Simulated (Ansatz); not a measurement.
Relaxed ZrO$_{2}$ (tetragonal-ZrO2 type, space group P4_2/nmc):

```xyz
6
Lattice="3.6208 0.0000 0.0000 0.0000 3.6208 0.0000 0.0000 0.0000 5.2843" Properties=species:S:1:pos:R:3 pbc="T T T"
Zr     0.0000     0.0000     0.0000
Zr     1.8104     1.8104     2.6421
O      0.0000     1.8104     1.0173
O      0.0000     1.8104     3.6594
O      1.8104     0.0000     1.6248
O      1.8104     0.0000     4.2670
```

Scan: atom 1 (Zr, nearest neighbour O at 2.077 Å; its periodic images, 3.6 Å or more away, move with it) is displaced along Cartesian x, direction (1.000, 0.000, 0.000) in Cartesian axes, by s. The other atoms stay.

The numbers are results of PBE (plane waves to 420 eV, PAW, scalar-relativistic; Ansatz, a first-principles code), not measurements. k mesh 7×7×5 (Γ-centred), Fermi-Dirac smearing 0.05 eV. Energies are smeared free energies. Left out: 4 of 11 points, with atoms too close for the PAW data. The PAW data are Ansatz's earlier set. This is a high-temperature form of ZrO2. ZrO2 is run without spin polarisation. ZrO2 was relaxed with its symmetry unable to fall. ΔE is measured from the undisplaced structure.

```json
[
 {"s (Å)": "-0.252", "ΔE (meV/cell)": "313"},
 {"s (Å)": "-0.168", "ΔE (meV/cell)": "124"},
 {"s (Å)": "-0.084", "ΔE (meV/cell)": "29"},
 {"s (Å)": "0.000", "ΔE (meV/cell)": "0"},
 {"s (Å)": "0.084", "ΔE (meV/cell)": "29"},
 {"s (Å)": "0.168", "ΔE (meV/cell)": "124"},
 {"s (Å)": "0.252", "ΔE (meV/cell)": "313"}
]
```

**Question.** What force constant k = d²E/ds² at s = 0 does the table give?

**Answer.** 7.9 eV/Å². It is the second difference of the nearest points, corrected with the next pair.

**Question.** With k = 7.90 eV/Å² from the forces, is the well harmonic out to s = 0.252 Å?

**Answer.** ½ks² = 251 meV/cell against the computed 313 meV/cell, so the well is stiffer than harmonic there.

(A displaced cell: forces are minus the slopes of the energy, force constants its curvatures, and phonons follow from these.)
